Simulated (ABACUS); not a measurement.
Runs of ABACUS 3.10.1 on Nb. Symmetry: Im-3m, No. 229, cubic system. Conventional cell: a = 3.328 Å, b = 3.328 Å, c = 3.328 Å, α = 90.00°, β = 90.00°, γ = 90.00°. Around Nb (site symmetry m-3m) lie 8 Nb at 2.88 Å. 

```csv
task,level,potentials or basis,cell,k mesh,cutoff (eV),optimiser,force threshold,max steps,cell moves,SCF threshold on the density,mesh quality,gap on the mesh (eV),pressure (GPa),relaxed volume (Å³/atom)
relaxation of cell and atoms,PBEsol,"PseudoDojo NC SR 0.4.1 PBE standard, plane waves",relaxed,9 × 9 × 9,1116,ASE BFGS,0.03 eV/Å,60,yes,1e-08,not flagged,none,0.1,17.49
single point,TASK,"SG15 ONCV 1.2 PBE, plane waves",as given,7 × 7 × 7,1293,-,-,-,-,1e-08,coarse,none,235.6,-
relaxation of cell and atoms,TASK,"SG15 ONCV 1.2 PBE, plane waves",relaxed,7 × 7 × 7,1293,cg,0.01 eV/Å,-,-,1e-08,coarse,none,0.0,82.24
single point,BLYP,"PseudoDojo NC SR 0.5 PBE standard, DZP LCAO (the cutoffs set its grid)",as given,10 × 10 × 10,1361,-,-,-,-,1e-07,not flagged,none,(a),-
```

Alike in all rows: no spin polarisation; smearing fermi-dirac 0.05 eV.

Question: Fill in the values left out.

Answer: (a) 4.0.

Caveats: some runs use coarse meshes; the potentials were made for another functional, which shifts forces and pressure; a pressure of tens of GPa on the cell as given is suspect, and the run, the potentials or the cell itself is likely at fault (some runs); the volume moved by over 15 % at a fixed basis, so the end points are rough (some runs); the volume moved by +346 % from the deposited cell, more than functionals usually miss (some runs); the atomic orbitals were generated for these runs and aren't a published set (some runs); the basis of atomic orbitals isn't converged, which shifts pressures, moduli and gaps (some runs).

A k mesh can miss the band edges, and the runs leave out spin-orbit coupling on Nb.

A gap of «none» marks a metal or a gap under the smearing width.
